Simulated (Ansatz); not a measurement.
# GaP: band gap under strain

How does strain move the band edges of zincblende GaP, and do the functionals agree on it? States: no strain; -4.0 % strain along z alone; -3.0 % strain along z alone.

The runs shown are made with Ansatz 0.2.0. PAW datasets, plane waves. No spin polarisation and no zero-point or thermal motion.

**1. The system as given**

The unstrained cell was relaxed with r2SCAN; in each strained cell the atoms were relaxed again with r2SCAN. Names of k-points are those of the unstrained zone, where strain can split equivalent points. First state: no strain.

Space group F-43m (No. 216), cubic; conventional cell a = 5.451 Å, 20.24 Å³ an atom. Ga has 4 P at 2.36 Å; P has 4 Ga at 2.36 Å.

Structure file:

```cif
data_structure
_symmetry_space_group_name_H-M 'F-43m'
_symmetry_Int_Tables_number 216
_cell_length_a 5.4508
_cell_length_b 5.4508
_cell_length_c 5.4508
_cell_angle_alpha 90.000
_cell_angle_beta 90.000
_cell_angle_gamma 90.000
_cell_volume 161.95
loop_
_atom_site_label
_atom_site_type_symbol
_atom_site_symmetry_multiplicity
_atom_site_Wyckoff_symbol
_atom_site_fract_x
_atom_site_fract_y
_atom_site_fract_z
_atom_site_occupancy
Ga1 Ga 4 a 0.00000 0.00000 0.00000 1
P1 P 4 d 0.25000 0.25000 0.75000 1
```

**2. No strain: PBE**

input.yaml

```yaml
crystal:
  lattice:
    - [0.0, 2.7253992874, 2.7253992874]
    - [2.7253992874, 0.0, 2.7253992874]
    - [2.7253992874, 2.7253992874, 0.0]
  atoms:
    - { symbol: Ga, position: [0.0, 0.0, 0.0] }
    - { symbol: P, position: [0.25, 0.25, 0.25] }
kpoints:
  mp_grid: { grid: [8, 8, 8] }
  band_path:
    path:
      - [0.0, 0.0, 0.0]
      - [-0.5, -0.5, 0.0]
      - [-0.375, -0.375, 0.25]
      - [-0.375, 0.0, 0.375]
      - [0.0, 0.0, 0.5]
      - [-0.5, -0.25, 0.25]
      - [0.0, 0.424479, 0.424479]
    npoints: 1
hamiltonian:
  xc: pbe
scf:
  occupations: { method: fermi_dirac, width: 0.02 }
  n_extra_bands: 4
output:
  forces: true
  stress: true
  eigenvalues: true
  write_density: true
  write_potential: true
  elf: true
  volumetric_format: npy
```

Started as:

```bash
$ ansatz run input.yaml --threads 2 --pin off --max-ram 29491MiB --backend cpu --events-out ev --progress --plain --runs-dir out
```

After this run come: No strain: r2SCAN; No strain: HSE06; No strain: r2SCAN+SOC; No strain: r2SCAN; No strain: G0W0@PBE; -4.0 % strain along z alone: PBE; -4.0 % strain along z alone: r2SCAN; -4.0 % strain along z alone: HSE06; -4.0 % strain along z alone: r2SCAN+SOC; -4.0 % strain along z alone: r2SCAN; -4.0 % strain along z alone: G0W0@PBE; -3.0 % strain along z alone: PBE; -3.0 % strain along z alone: r2SCAN; -3.0 % strain along z alone: HSE06; -3.0 % strain along z alone: r2SCAN+SOC; -3.0 % strain along z alone: r2SCAN; -3.0 % strain along z alone: G0W0@PBE.

Q: Predict the outcome of this session.

**Answer**, as computed:

Least gap in eV (negative: overlap), with the change from the unstrained cell in brackets. G0W0 is on its own coarse mesh.

| state | volume change (%) | PBE | r2SCAN | HSE06 | G0W0 |
| --- | --- | --- | --- | --- | --- |
| no strain | +0.0 | 1.59 | 1.90 | 2.26 | 2.10 |
| -4.0 % strain along z alone | -4.0 | 1.13 (-0.46) | 1.46 (-0.44) | 1.79 (-0.47) | 1.69 (-0.41) |
| -3.0 % strain along z alone | -3.0 | 1.25 (-0.34) | 1.57 (-0.33) | 1.91 (-0.35) | 1.79 (-0.31) |

In words: The largest move of the HSE06 gap in the table is -0.473 eV, under -4.0 % strain along z alone. PBE and HSE06 differ by 0.67 eV on the unstrained gap, and by at most 0.01 eV on its change: the two disagree on the size of the gap but agree on its response to strain. No extrapolation in bands, cutoff or mesh was made for G0W0.
